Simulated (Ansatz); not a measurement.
Structure: an ordered 8-atom cell of AgInTe2 on the zincblende lattice (I-42d), at its r2SCAN minimum. Ag has 4 Te at 2.80 Å; Te has 2 Ag at 2.80 Å and 2 In at 2.82 Å; In has 4 Te at 2.82 Å.

Space group I-42d (No. 122). a = 6.514 Å, b = 6.514 Å, c = 12.851 Å, α = 90.00°, β = 90.00°, γ = 90.00°
```tsv
atom	site	symmetry	x	y	z
Ag	4a	-4..	0.0000	0.0000	0.0000
Te	8d	.2.	0.2469	0.2500	0.1250
In	4b	-4..	0.5000	0.5000	0.0000
```

The questions ask for values computed with the plane-wave code Ansatz on this geometry. Simulation only: spin-unpolarised, and no claim that this is the phase found in nature.

(1) What gap does PBE give, and where are the band edges?

(2) What does LDA give for the gap (6×6×6 mesh)?

(3) What does r2SCAN give for the gap (6×6×6 mesh)?

(4) How does the gap change from PBE to HSE06 (4×4×4)?

(5) What does PBE0 give for the gap (4×4×4 mesh)?

(6) Going by these computed values, what does each step up buy?

Answers

(1) PBE gives a direct gap of 0.15 eV at Γ.

(2) With LDA the gap is 0.06 eV and direct, at Γ. (This is within a few times the smearing of 0.02 eV, so the filling near the edges can be smeared.) The gap differs by -0.09 eV from PBE's.

(3) r2SCAN gives a direct gap of 0.55 eV at Γ. The gap differs by +0.40 eV from PBE's.

(4) The HSE06 gap is direct at Γ: 0.96 eV. The gap differs by +0.81 eV from PBE's.

(5) With PBE0 the gap is 1.53 eV and direct, at Γ. The gap differs by +1.38 eV from PBE's.

(6) r2SCAN covers 50 % of the step from PBE to HSE06, while HSE06 needs about 10 times r2SCAN's cost (on a coarser mesh). Among these functionals the gap stays direct.

Spin-orbit coupling is left out, which matters wherever the heavy atoms make up the band edges.

Gaps or overlaps of about a tenth of an eV are at the limit of these meshes: between the points read a gap can be smaller or closed.

Gaps under 0.1 eV (LDA) can't be told from a closed one: the bands may be in normal order or already inverted, which a gap's size doesn't show.
